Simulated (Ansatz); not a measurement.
**hcp against fcc along the lanthanides**

These are results of DFT, PBE, plane waves (420 eV) with PAW, scalar-relativistic in Ansatz, not measurements.

Each structure is relaxed within its symmetry, in the lowest magnetic state of the tried starts. Differences under about 8 meV lie within the error of the k-point mesh.

Semilocal functionals delocalise ytterbium's f shell and shrink the cell.

```tsv
element	E(hcp) − E(fcc) (meV/atom)	V(hcp) (Å³/atom)	V(fcc) (Å³/atom)	state of hcp	state of fcc
La	25	37.86	37.32	spin not included	spin not included
Yb	12	35.53	35.62	spin not included	non-magnetic
Lu	-43	29.17	29.10	spin not included	spin not included
```
